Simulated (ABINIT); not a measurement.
The system is PbS (Galena).

```
Pb S
1.0
     0.00000    2.96575    2.96575
     2.96575    0.00000    2.96575
     2.96575    2.96575    0.00000
Pb S
1 1
Cartesian
  0.0000 0.0000 0.0000
  2.9657 2.9657 2.9657
```

* Program: ABINIT 10.8.3 (patched build)
* Task: relaxation of cell and atoms
* Functional: LDA
* Potentials or basis: PseudoDojo NC SR LDA v0.4 stringent
* Cutoff: 871 eV
* k mesh: 6 × 6 × 6
* Occupations: fermi-dirac, width 0.05 eV
* Spin: no spin polarisation

At the start: pressure -2.7 GPa; volume 26.09 Å³/atom.

Task: Where does the relaxation end?

Result: Over 6 steps the energy falls by 10.9 meV/atom and the volume is 24.84 Å³/atom (-4.8 %); space group Fm-3m (No. 225, to 0.05 Å).

Step by step:
| step | energy change (eV) | largest force (eV/Å) | pressure (GPa) | volume (Å³) |
| --- | --- | --- | --- | --- |
| 1 | 0.0000 | 0.0000 | -2.73 | 52.17 |
| 2 | -0.0066 | 0.0000 | -2.15 | 51.74 |
| 3 | -0.0209 | 0.0000 | -0.55 | 50.21 |
| 4 | -0.0218 | 0.0000 | -0.02 | 49.71 |
| 5 | -0.0218 | 0.0000 | -0.01 | 49.69 |
| 6 | -0.0218 | 0.0000 | 0.00 | 49.68 |

Final structure:
```
Pb S
1.0
     0.00000    2.91781    2.91781
     2.91781    0.00000    2.91781
     2.91781    2.91781    0.00000
Pb S
1 1
Direct
  0.00000 0.00000 0.00000
  0.50000 0.50000 0.50000
```
